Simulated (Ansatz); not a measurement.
L1₀ (CuAu-type) CoPt was calculated with r²SCAN+rVV10 (Ansatz, a quantum-chemistry and plane-wave program, PAW).

Numerical settings: plane-wave cutoff 560 eV, 20×20×16 k mesh (along the axes of the cell as run), Fermi–Dirac smearing 0.05 eV, spin-polarised with parallel moments, scalar-relativistic PAW data made under PBE.

Shape and atoms are relaxed at each volume.

Pressure at four volumes; x = ln(V/13.202 Å³). One pressure is withheld.

| V (Å³/atom) | x | P (GPa) |
|---|---|---|
| 12.674 | -0.0408 | ? |
| 12.938 | -0.0202 | 5.05 |
| 13.202 | 0.0000 | 0.00 |
| 13.730 | 0.0392 | -8.45 |

### Question
Pass a parabola P(x) through the three rows shown, estimate the bulk modulus and its pressure derivative near zero pressure, and predict the withheld pressure.

### Answer
Slopes between the rows: (0.00 − (5.05))/(0.0000 − (-0.0202)) = -250.00 and (-8.45 − (0.00))/(0.0392 − (0.0000)) = -215.56 GPa. Their difference over the span 0.0594 is c = 34.44/0.0594 = 579.8 GPa, so P(x) = 5.05 + (-250.00)(x − (-0.0202)) + 579.8 (x − (-0.0202))(x − (0.0000)). At the middle row B = −dP/dx = −[-250.00 + 579.8 × 0.0202] = 238.3 GPa, and B′ = dB/dP = 2c/B = 4.9. At x = -0.0408 the parabola gives 10.69 GPa; the run gives 10.74 GPa. The Birch–Murnaghan fit to the energies at all volumes has B0 = 238 GPa and B′ = 5.0.

Note: the bulk modulus comes from volumes at which shape and atoms were relaxed.

Spin–orbit coupling is not included.
